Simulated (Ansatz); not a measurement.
Bulk crystal (WC) after relaxation:

```
W C
1.0
     2.89841    0.00000    0.00000
    -1.44921    2.51010    0.00000
     0.00000    0.00000    2.82761
W C
1 1
Direct
  0.00000 0.00000 0.00000
  0.66667 0.33333 0.50000
```

Miller indices refer to the conventional cell of P-6m2 (No. 187), a = 2.898 Å, b = 2.898 Å, c = 2.828 Å, α = 90.00°, β = 90.00°, γ = 120.00°.

The (001) slab of 9 planes, 11.3 Å thick with 15 Å of vacuum as cut; outer planes C (top) and C (bottom).

Computed with Ansatz, DFT PBEsol, scalar-relativistic, plane waves, PAW. Cutoff 420 eV; k points 12×12×1 on the computed 9-atom cell (Γ-centred); Gaussian smearing, width 0.10 eV; no spin polarisation. The cell repeats along c with a dipole correction in the vacuum.

The slab isn't stoichiometric (W4C5), so its surface energy depends on the chemical potentials; it is given with the excess atoms taken from the element's standard state, a limit at which the compound may itself be unstable, so the figure can be too low. The work function read from the bulk's Fermi level differs by 0.16 eV, so the slab's middle doesn't match the bulk reference (too thin, or relaxed to another structure or magnetic state).

Results for the relaxed slab:

| Item | Value |
| --- | --- |
| Surface energy with the excess atoms taken from the elements | 6.24 J/m² |
| Work function | 6.29 eV |

Relaxation lowers the energy by 2.036 J/m² a face; the largest move is 0.265 Å.

```
plane (bottom to top) atoms spacing to next, bulk (Å) relaxed (Å) change (%)
                    1      C                      1.414        1.092       -22.7
                    2      W                      1.414        1.502        +6.2
                    3      C                      1.414        1.379        -2.5
                    4      W                      1.414        1.417        +0.2
                    5      C                      1.414        1.417        +0.2
                    6      W                      1.414        1.379        -2.5
                    7      C                      1.414        1.502        +6.2
                    8      W                      1.414        1.092       -22.7
                    9      C
```

Spin-orbit coupling is left out, which matters for the bands of heavy elements.